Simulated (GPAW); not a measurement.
A run of GPAW 26.7.0:

Contents of run.py:

```python
import numpy as np
from ase.dft.bandgap import bandgap
from ase.io import read, write
from ase.units import GPa
from gpaw import GPAW, PW, setup_paths
from gpaw.spinorbit import soc_eigenstates

setup_paths.insert(0, '.')

atoms = read('MoSe2.cif')

calc = GPAW(mode=PW(600),
            xc='GGA_X_OPTX+GGA_C_LYP',
            kpts={'size': (6, 6, 2), 'gamma': True},
            occupations={'name': 'fermi-dirac', 'width': 0.05},
            nbands=46,
            convergence={'density': 1e-05, 'energy': 1e-05},
            eigensolver='davidson',
            maxiter=150,
            txt='gpaw.txt')
atoms.calc = calc
energy = atoms.get_potential_energy()
forces = atoms.get_forces()
stress = atoms.get_stress()
calc.write('gs.gpw')
write('result.traj', atoms)
print(f'Energy: {energy:.6f} eV')
print('Forces (eV/A):')
print(forces.round(4))
print('Stress (GPa):', (stress / GPa).round(3))
print('Fermi level:', round(calc.get_fermi_level(), 4), 'eV')
print(f'Gap: {bandgap(calc)[0]:.4f} eV, direct: {bandgap(calc, direct=True)[0]:.4f} eV')

path = atoms.cell.bandpath('GMKGALHA,LM,KH', npoints=100, eps=1e-4)
bs_calc = calc.fixed_density(kpts=path, symmetry='off', nbands=71,
                             convergence={'bands': 'CBM+6.0', 'eigenstates': 1e-6}, txt='bands.txt')
bs = bs_calc.band_structure()
bs.write('bs.json')
print(f'Gap on the path: {bandgap(bs_calc)[0]:.4f} eV')

soc = soc_eigenstates(bs_calc, theta=54.7, phi=45)
np.savetxt('soc_bands.dat', soc.eigenvalues(), fmt='%.4f')
mesh = soc_eigenstates('gs.gpw', theta=54.7, phi=45)
np.savetxt('soc_mesh.dat', mesh.eigenvalues(), fmt='%.4f')
print('Fermi level with spin-orbit coupling:', round(mesh.fermi_level, 4), 'eV')
```

File MoSe2.cif:

```cif
data_MoSe2
_cell_length_a 3.28800000
_cell_length_b 3.28800000
_cell_length_c 12.90000000
_cell_angle_alpha 90.00000000
_cell_angle_beta 90.00000000
_cell_angle_gamma 120.00000000
_space_group_name_H-M_alt 'P6_3/mmc'
_space_group_name_Hall '-P 6c 2c'
_space_group_IT_number 194
loop_
_space_group_symop_operation_xyz
'x,y,z'
'-x,-y,-z'
'x-y,x,z+1/2'
'-x+y,-x,-z+1/2'
'-y,x-y,z'
'y,-x+y,-z'
'-x,-y,z+1/2'
'x,y,-z+1/2'
'-x+y,-x,z'
'x-y,x,-z'
'y,-x+y,z+1/2'
'-y,x-y,-z+1/2'
'-y,-x,-z+1/2'
'y,x,z+1/2'
'-x,-x+y,-z'
'x,x-y,z'
'-x+y,y,-z+1/2'
'x-y,-y,z+1/2'
'y,x,-z'
'-y,-x,z'
'x,x-y,-z+1/2'
'-x,-x+y,z+1/2'
'x-y,-y,-z'
'-x+y,y,z'
loop_
_atom_site_label
_atom_site_type_symbol
_atom_site_symmetry_multiplicity
_atom_site_Wyckoff_symbol
_atom_site_fract_x
_atom_site_fract_y
_atom_site_fract_z
_atom_site_occupancy
Mo1 Mo 2 c 0.6666666667 0.3333333333 0.7500000000 1
Se1 Se 4 f 0.6666666667 0.3333333333 0.3750000000 1
```

Potentials or basis: PAW data sets generated in the run's folder for this functional, pw.

Launch:

```console
$ gpaw-setup -f GGA_X_OPTX+GGA_C_LYP Mo Se
$ OMP_NUM_THREADS=1 python run.py
```

Hardware: 1 thread of Intel(R) Xeon(R) 6975P-C (Granite Rapids) (shared host).

Problem. Estimate the wall time of this run.

Solution. It took 2.6 min on 1 thread of Intel(R) Xeon(R) 6975P-C (Granite Rapids), with other jobs on the host, peak memory 0.94 GiB. Counts: scf iterations 20, plane waves 4083, bands 46, k points 14.
